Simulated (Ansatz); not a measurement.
Run on Sr (simple hexagonal type): DFT, PBE, all-electron PAW with datasets made for the crystal, scalar-relativistic (Ansatz 0.2.0). This run: the series' base cell.

The cell comes from a relaxation on PAW files under the same functional, begun from a prototype that needn't be the stable phase.

Command: `ansatz run input.yaml --threads 1 --pin off --max-ram 2048MiB --backend cpu --events-out ev --progress --plain --runs-dir out` It took 4.6 s on 1 thread of Arm Neoverse V1, on a shared host, peak memory 0.31 GiB.

```yaml
crystal:
  lattice:
    - [4.0806100669, 0.0, 0.0]
    - [-2.0403050334, 3.5339119808, 0.0]
    - [0.0, 0.0, 3.8143880954]
  atoms:
    - { symbol: Sr, position: [0.0, 0.0, 0.0] }
kpoints:
  mp_grid: { grid: [11, 11, 10] }
scf:
  occupations: { method: fermi_dirac, width: 0.05 }
hamiltonian:
  xc: pbe
  pseudopotentials: { kind: all_electron, datasets: crystal }
output:
  forces: true
  stress: true
  eigenvalues: true
```

Output:

```
hamiltonian.pseudopotentials.datasets: crystal makes datasets for this crystal and solves the spheres of its atoms anew in each pass: cutoff 200.0 eV, the density's 800.0 eV; for an error of 0.50 meV an atom under PBE, 0.5 meV for the cell; an energy difference from a run of another recipe may be off by several times the error for the cell, under r2SCAN by more, where some 0.1 meV an atom stays at smaller errors; Sr in spheres of 1.376 Å, 10 of its electrons in bands
Engine: ansatz 0.2.0
Pseudopotentials: kind: all_electron
Pseudopotential: Sr, paw, valence charge 10, recommended cutoff 200 eV (normal), crystal/all_electron/pbe/scalar/gaussian/Sr, Koelling and Harmon's equation, gaussian nucleus
Functional definition: PBE
  parameter kappa = 0.804
  parameter beta = 0.06672455060314922
  exchange = pbe_x(kappa = kappa, mu = beta*pi^2/3)
  correlation = pbe_c(beta = beta)
Crystal: 1 atoms, lattice volume = 55.005 Å³
Basis set: ecut = 200 eV, 357 PW (Γ), exchange–correlation on 40×40×36 points (8 copies of the dense FFT grid, shifted against one another)
Bands: 9, of which v1, the nominal top of the filled ones, is band 5 counted from 1 (4 counted from 0)
Symmetry: 24 space group operations
Space group: P6/mmm (ITA 191), of the structure as read, at distance tolerance 3.8e-5 Å
k-points: 96 of 1210
Non-local potential: Sr, projectors of the file, l = 0: 2, l = 1: 2, l = 2: 2
PAW form: soft (Blöchl's): semilocal exchange-correlation on the pseudo side does not see the compensation charge
PAW one-centre angular grid: Sr, 110 points (default); XC on its mesh's 1893 points in the sphere
Initial density: superposition of atomic densities (neutral atoms: chi_scale 0, normalization atom)
Initial wavefunctions: pseudopotential atomic-orbital guess
Functional: x = pbe(κ = 0.804, μ = 0.2195149727645171), c = pbe(β = 0.06672455060314922)
iter 1 solved again at ethr=3.92e-4 eV; its pass at ethr=1.00e-1 eV (dr2=3.92e-2 eV) is discarded
SCF iter   1: F=—  HF=-86518.879643 eV  |F-HF|=—  |Δ(HF+E_count)|=         —  Δρ=6.59e-3  dr2=3.93e-2  ethr=3.92e-4  ⟨swp⟩=4.2  Hψ=5989  notcnv=0
preconditioner: auto → none  [metal: Δε(μ)=0.024 eV  Ē_g=3.319 eV  σ=0.050 eV  W_gap=0.12  n_scr=8 (ndim 8)  ℏωp=7.1 eV  f_vac=0.000  D(μ)=0.97/eV (n_scr^D=8)  sad-step TF]
SCF iter   2: F=—  HF=-86518.884256 eV  |F-HF|=—  |Δ(HF+E_count)|=   4.61e-3  Δρ=4.54e-3  dr2=2.22e-2  ethr=3.92e-4  ⟨swp⟩=2.0  Hψ=1626  notcnv=0
iter 3 solved again at ethr=3.02e-6 eV; its pass at ethr=2.22e-4 eV (dr2=3.02e-4 eV) is discarded
SCF iter   3: F=—  HF=-86518.887493 eV  |F-HF|=—  |Δ(HF+E_count)|=   3.24e-3  Δρ=5.83e-4  dr2=2.81e-4  ethr=3.02e-6  ⟨swp⟩=2.9  Hψ=4070  notcnv=0
SCF iter   4: F=—  HF=-86518.887516 eV  |F-HF|=—  |Δ(HF+E_count)|=   2.24e-5  Δρ=1.24e-4  dr2=1.38e-5  ethr=2.81e-6  ⟨swp⟩=2.0  Hψ=1399  notcnv=0
SCF iter   5: F=—  HF=-86518.887521 eV  |F-HF|=—  |Δ(HF+E_count)|=   5.82e-6  Δρ=1.55e-5  dr2=1.83e-7  ethr=1.38e-7  ⟨swp⟩=2.9  Hψ=1509  notcnv=0
SCF iter   6: F=-86518.887521 eV  HF=-86518.887521 eV  |F-HF|=4.51e-10  |Δ(HF+E_count)|=   2.67e-8  Δρ=4.90e-6  dr2=9.36e-9  ethr=1.83e-9  ⟨swp⟩=3.3  Hψ=1930  notcnv=0
SCF 1 converged in 6 iterations: F = -86518.887522 eV  dr2 = 9.36e-9
  Residual-converged pass: ⟨swp⟩=4.1  Hψ=1641  notcnv=0  max |occ|·‖R‖ = 3.7e-6 eV (tolerance 3.7e-6 eV)  dr2=9.31e-9  dr2_onsite=3.83e-9  max |Δocc| = 5.2e-9
  greatest PAW one-centre occupation: 0.987 electrons in one spin orbital (limit 2), on the Sr atom at site 0 (counted from 0), in its partial waves of l = 0
SCF converged after 6 iterations
Free energy (F): -86518.887522 eV
Harris-Foulkes:  -86518.887522 eV  (|F-HF|=4.51e-10)
Internal energy: -86518.878758 eV  (E = F + TS)
E sigma→0 (E₀):  -86518.883140 eV
Entropy (-TS):   -0.008764 eV (-8.764 meV/atom)
Past the cutoff: the bands carry plane waves up to 1.75 times it, of which those up to 1.5 times it add -0.000191 eV an atom, each by itself; the spheres take 0.000269 eV an atom off the energy for waves past 1.75 times it
By the cutoff:   a pressure is off by up to 0.005 GPa (1.2 times the spheres' own share and the shells' term, over an atom's volume, and 0.004 GPa: a bound that held against runs at twice the plane waves)
Past the cutoffs: a stress includes 0.0010 GPa for waves and charges beyond them, in addition to the slope of what the spheres take
In the spheres:  the bands' charges fall short by 6.3e-6 e at most (sound up to 1e-3)
Fermi energy:    5.873382 eV
--- Per-component energies (eV) ---
  E_band       = -128.674416
  E_kinetic    = 148.622543
  E_local      = -529.573292  (includes V_loc(G=0)·N_el)
  E_nonlocal   = 47.803608
  E_hartree    = 224.660964
  E_xc         = -79.319576
  E_vxc        = -102.761623  (∫ρ·V_xc dr)
  E_paw        = -86875.846863  (= ΣΔE_a)
  E_vpaw       = -1228.432025  (= ΣTr[D̂ρ^β])
  E_ewald      = -541.568750
  E_smearing   = -0.008764  (= −TS)
  E_closure    = 1086.342608  (closes the sum)
  Σ components = -86518.887522   (vs F -86518.887522, Δ=0.00e0)
  The terms above E_closure are by the made datasets' own strengths, without shells solved beside the bands.
--- Forces (eV/Å), atoms counted from 1 ---
  atom   1  Sr     0.00000000     0.00000000     0.00000000
  max |Σ_I F_I| component: 0.00e0 eV/Å
--- Stress (GPa, compression-positive) ---
        0.010094      -0.000000       0.000000
       -0.000000       0.010094       0.000000
        0.000000       0.000000       0.032732
  P = ⅓ Tr σ = 0.0176 GPa (0.176 kbar)
--- Band table (eV; the first three rows and the last of 96) ---
  k-point 0: bands = ["-30.7981", "-12.6726", "-12.6726", "-12.6424", "2.3509", "6.6858", "8.2404"]
  k-point 1: bands = ["-30.7961", "-12.6724", "-12.6701", "-12.6701", "2.4821", "6.7406", "8.2830"]
  k-point 2: bands = ["-30.7911", "-12.7496", "-12.6634", "-12.6634", "2.8567", "6.8045", "8.3997"]
  k-point 95: bands = ["-30.7594", "-12.9002", "-12.8218", "-12.7785", "6.0862", "6.6616", "7.3623"]
```

Next run (volume at 0.6 of the series' base cell), as changes to the input before:

```diff
   lattice:
-    - [4.0806100669, 0.0, 0.0]
-    - [-2.0403050334, 3.5339119808, 0.0]
-    - [0.0, 0.0, 3.8143880954]
+    - [3.471382835, 0.0, 0.0]
+    - [-1.7356914175, 3.0063057214, 0.0]
+    - [0.0, 0.0, 3.1624327481]
   atoms:
```

Command: `ansatz run input.yaml --threads 1 --pin off --max-ram 2048MiB --backend cpu --events-out ev --progress --plain --runs-dir out` It took 3.9 s on 1 thread of Arm Neoverse V1, on a shared host, peak memory 0.3 GiB.

Results part of the output:

```
SCF 1 converged in 6 iterations: F = -86518.350271 eV  dr2 = 1.08e-8
  Residual-converged pass: ⟨swp⟩=3.7  Hψ=1624  notcnv=0  max |occ|·‖R‖ = 3.7e-6 eV (tolerance 3.7e-6 eV)  dr2=1.08e-8  dr2_onsite=7.49e-9  max |Δocc| = 3.0e-9
  greatest PAW one-centre occupation: 0.986 electrons in one spin orbital (limit 2), on the Sr atom at site 0 (counted from 0), in its partial waves of l = 0
SCF converged after 6 iterations
Free energy (F): -86518.350271 eV
Harris-Foulkes:  -86518.350271 eV  (|F-HF|=1.32e-8)
Internal energy: -86518.346163 eV  (E = F + TS)
E sigma→0 (E₀):  -86518.348217 eV
Entropy (-TS):   -0.004108 eV (-4.108 meV/atom)
Past the cutoff: the bands carry plane waves up to 1.75 times it, of which those up to 1.5 times it add -0.000211 eV an atom, each by itself; the spheres take 0.000061 eV an atom off the energy for waves past 1.75 times it
By the cutoff:   a pressure is off by up to 0.004 GPa (1.2 times the spheres' own share and the shells' term, over an atom's volume, and 0.004 GPa: a bound that held against runs at twice the plane waves)
Past the cutoffs: a stress includes 0.0006 GPa for waves and charges beyond them, in addition to the slope of what the spheres take
In the spheres:  the bands' charges fall short by 5.4e-8 e at most (sound up to 1e-3)
Fermi energy:    10.972948 eV
--- Per-component energies (eV) ---
  E_band       = -73.222617
  E_kinetic    = 171.493824
  E_local      = -363.854857  (includes V_loc(G=0)·N_el)
  E_nonlocal   = 14.238984
  E_hartree    = 167.500284
  E_xc         = -88.960199
  E_vxc        = -115.421448  (∫ρ·V_xc dr)
  E_paw        = -86881.299248  (= ΣΔE_a)
  E_vpaw       = -1219.251855  (= ΣTr[D̂ρ^β])
  E_ewald      = -642.035490
  E_smearing   = -0.004108  (= −TS)
  E_closure    = 1104.570540  (closes the sum)
  Σ components = -86518.350271   (vs F -86518.350271, Δ=0.00e0)
  The terms above E_closure are by the made datasets' own strengths, without shells solved beside the bands.
--- Forces (eV/Å), atoms counted from 1 ---
  atom   1  Sr     0.00000000     0.00000000     0.00000000
  max |Σ_I F_I| component: 6.16e-33 eV/Å
--- Stress (GPa, compression-positive) ---
       11.376743       0.000000       0.000000
        0.000000      11.376743       0.000000
        0.000000       0.000000      11.687988
  P = ⅓ Tr σ = 11.4805 GPa (114.805 kbar)
--- Band table (eV; the first three rows and the last of 96) ---
  k-point 0: bands = ["-25.1764", "-6.6993", "-6.6993", "-6.5116", "6.9086", "11.4286", "13.7139"]
  k-point 1: bands = ["-25.1602", "-6.6854", "-6.6854", "-6.6707", "7.1338", "11.6707", "13.7922"]
  k-point 2: bands = ["-25.1173", "-7.0657", "-6.6487", "-6.6487", "7.7310", "12.2345", "14.0097"]
  k-point 95: bands = ["-24.8639", "-7.7321", "-7.3154", "-7.1284", "10.2497", "11.1087", "13.2640"]
```

Next run (volume at 0.45 of the series' base cell), as changes to the input before:

```diff
   lattice:
-    - [3.471382835, 0.0, 0.0]
-    - [-1.7356914175, 3.0063057214, 0.0]
-    - [0.0, 0.0, 3.1624327481]
+    - [3.1618863095, 0.0, 0.0]
+    - [-1.5809431548, 2.7382738679, 0.0]
+    - [0.0, 0.0, 2.8588744612]
   atoms:
```

Command: `ansatz run input.yaml --threads 1 --pin off --max-ram 2048MiB --backend cpu --events-out ev --progress --plain --runs-dir out` It took 4.1 s on 1 thread of Arm Neoverse V1, with other jobs on the host, peak memory 0.29 GiB.

Results part of the output:

```
SCF 1 converged in 7 iterations: F = -86517.409121 eV  dr2 = 7.52e-9
  Residual-converged pass: ⟨swp⟩=4.3  Hψ=2123  notcnv=0  max |occ|·‖R‖ = 3.5e-6 eV (tolerance 3.7e-6 eV)  dr2=8.02e-9  dr2_onsite=3.14e-9  max |Δocc| = 1.4e-9
  greatest PAW one-centre occupation: 0.986 electrons in one spin orbital (limit 2), on the Sr atom at site 0 (counted from 0), in its partial waves of l = 0
SCF converged after 7 iterations
Free energy (F): -86517.409121 eV
Harris-Foulkes:  -86517.409121 eV  (|F-HF|=3.83e-9)
Internal energy: -86517.405404 eV  (E = F + TS)
E sigma→0 (E₀):  -86517.407263 eV
Entropy (-TS):   -0.003718 eV (-3.718 meV/atom)
Past the cutoff: the bands carry plane waves up to 1.75 times it, of which those up to 1.5 times it add -0.000192 eV an atom, each by itself; the spheres take 0.000049 eV an atom off the energy for waves past 1.75 times it
By the cutoff:   a pressure is off by up to 0.004 GPa (1.2 times the spheres' own share and the shells' term, over an atom's volume, and 0.004 GPa: a bound that held against runs at twice the plane waves)
Past the cutoffs: a stress includes 0.0011 GPa for waves and charges beyond them, in addition to the slope of what the spheres take
In the spheres:  the bands' charges fall short by 2.7e-7 e at most (sound up to 1e-3)
Fermi energy:    15.013208 eV
--- Per-component energies (eV) ---
  E_band       = -31.687797
  E_kinetic    = 181.392648
  E_local      = -266.383472  (includes V_loc(G=0)·N_el)
  E_nonlocal   = 2.937891
  E_hartree    = 136.539139
  E_xc         = -91.801974
  E_vxc        = -119.207956  (∫ρ·V_xc dr)
  E_paw        = -86885.130921  (= ΣΔE_a)
  E_vpaw       = -1215.117890  (= ΣTr[D̂ρ^β])
  E_ewald      = -706.572280
  E_smearing   = -0.003718  (= −TS)
  E_closure    = 1111.613565  (closes the sum)
  Σ components = -86517.409121   (vs F -86517.409121, Δ=0.00e0)
  The terms above E_closure are by the made datasets' own strengths, without shells solved beside the bands.
--- Forces (eV/Å), atoms counted from 1 ---
  atom   1  Sr     0.00000000     0.00000000     0.00000000
  max |Σ_I F_I| component: 6.16e-33 eV/Å
--- Stress (GPa, compression-positive) ---
       28.011021       0.000000       0.000000
        0.000000      28.011021      -0.000000
        0.000000      -0.000000      27.929610
  P = ⅓ Tr σ = 27.9839 GPa (279.839 kbar)
--- Band table (eV; the first three rows and the last of 96) ---
  k-point 0: bands = ["-21.2239", "-2.0936", "-2.0936", "-1.7351", "11.0735", "15.0546", "17.9435"]
  k-point 1: bands = ["-21.1820", "-2.0838", "-2.0636", "-2.0636", "11.3714", "15.5143", "18.0489"]
  k-point 2: bands = ["-21.0698", "-2.9140", "-1.9837", "-1.9837", "12.0912", "16.6629", "18.3442"]
  k-point 95: bands = ["-20.3815", "-4.1581", "-3.3415", "-2.9665", "13.4575", "14.5283", "18.0379"]
```

The structure type is held throughout; the real material can change phase at far lower pressure.
